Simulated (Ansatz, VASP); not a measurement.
## CaO in VASP and in Ansatz

File POSCAR:

```
CaO
1.0
    2.4453902329      2.4453902329      0.0000000000
   -2.4453902329      2.4453902329      0.0000000000
    0.0000000000      2.4453902329      2.3738001058
Ca O
1 1
Direct
    0.0000000000      0.0000000000      0.0000000000
    0.5000000000      0.5000000000      0.0000000000
```

Contents of INCAR.step1:

```
SYSTEM = CaO
ALGO = Normal
EDIFF = 1E-4
ENCUT = 520
GGA = PE
ISMEAR = 0
LASPH = .True.
LCHARG = .False.
LREAL = .False.
LWAVE = .True.
NBANDS = 15
NELM = 80
PREC = Accurate
SIGMA = 0.01
```

Contents of INCAR.step2:

```
SYSTEM = CaO
ALGO = Normal
EDIFF = 1E-6
ENCUT = 520
ISIF = 2
ISMEAR = 0
ISTART = 1
LASPH = .True.
LCHARG = .False.
LMIXTAU = .True.
LREAL = .False.
LWAVE = .False.
METAGGA = R2SCAN
NBANDS = 15
NELM = 80
PREC = Accurate
SIGMA = 0.01
```

File KPOINTS:

```
k-points
0
Gamma
  8 8 8
  0 0 0
```

Input for Ansatz:

```yaml
crystal:
  lattice:
    - [2.44539023286, 2.44539023286, 0.0]
    - [-2.44539023286, 2.44539023286, 0.0]
    - [0.0, 2.44539023286, 2.37380010575]
  atoms:
    - { symbol: Ca, position: [0.0, 0.0, 0.0] }
    - { symbol: O, position: [0.5, 0.5, 0.0] }
kpoints:
  mp_grid: { grid: [8, 8, 8] }
scf:
  occupations: { method: fixed }
  convergence: { dr2_threshold: 1.0e-10 }
hamiltonian:
  xc: r2scan
  pseudopotentials: { kind: paw }
output:
  forces: true
  stress: true
  eigenstates:
    kpoints:
      - [0.0, 0.0, 0.0]
      - [-0.5, 0.5, 0.0]
      - [-0.5, -0.5, -0.5]
      - [0.0, 0.0, -0.5]
      - [0.0, -0.5, -0.5]
      - [0.0, 0.5, 0.0]
      - [-0.5, 0.0, 0.0]
      - [-0.5, 0.0, -0.5]
  eigenvalues: true
```

Change from the starting cell: film at in-plane strain +0.02.

Alike in both runs: task single point; functional r2SCAN; k mesh 8 × 8 × 8; no spin polarisation.

|  | VASP | Ansatz |
| --- | --- | --- |
| version | VASP 6.6.1 | Ansatz 0.2.0 |
| potentials or method | VASP PAW PBE potentials, release 64 (Ca_sv, O) | PAW with Ansatz's default frozen-core files, scalar-relativistic |
| plane-wave cutoff (eV) | 520 | 500 |
| occupations | gaussian, width 0.01 eV | fixed |
| valence electrons in the cell | 16 | 16 |

```tsv
	VASP	Ansatz	Ansatz less VASP
gap on the k mesh at the Fermi level (eV)	4.08	4.09	+0.013
pressure (GPa)	-2.1	-3.0	-0.93
largest component of the traceless stress (GPa)	3.28	3.04	-0.236
```

Caveats: the PAW data sets were made with another functional, which shifts forces and pressure a little (VASP). A k mesh can miss the band edges.
